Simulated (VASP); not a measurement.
Runs of VASP 6.6.1 on Mg2Sn. It takes space group Fm-3m (No. 225, cubic). Conventional cell: a = 6.739 Å, b = 6.739 Å, c = 6.739 Å, α = 90.00°, β = 90.00°, γ = 90.00°. Mg (site symmetry -43m) has 4 Sn at 2.92 Å as nearest neighbours. Around Sn (site symmetry m-3m) lie 8 Mg at 2.92 Å. 

| potentials or basis | k mesh | cutoff (eV) | gap on the mesh (eV) | pressure (GPa) |
| --- | --- | --- | --- | --- |
| VASP PAW PBE potentials, release 64 (Mg, Sn_d) | 12 × 12 × 12 | 520 | none | 0.0 |
| VASP PAW PBE potentials, release 64 (Mg_sv, Sn_d) | 9 × 9 × 9 | 600 | none | (a) |
| VASP PAW PBE potentials, release 64 (Mg, Sn) | 9 × 9 × 9 | 500 | none | 0.4 |
| VASP PAW PBE potentials, release 64 (Mg, Sn_d) | 9 × 9 × 9 | 700 | none | 0.1 |

Alike in all rows: task electric field gradients; level PBEsol; no spin polarisation; cell as given; smearing fermi-dirac 0.05 eV.

Task: Fill in the values left out.

Result: (a) -0.1.

Caveats: the PAW data sets were made with another functional, which shifts forces and pressure a little; this crystal is a semiconductor, whose small gap the functional closes, so the metal is an error of the method; the cutoff is under 1.25 times the usual one of these potentials, so pressure, stress and relaxed cells hold a basis-set (Pulay) error (some runs).

A k mesh can miss the band edges, and the runs leave out spin-orbit coupling on Sn.

A gap of «none» marks a metal or a gap under the smearing width.

The runs don't all hold the same shells in valence.
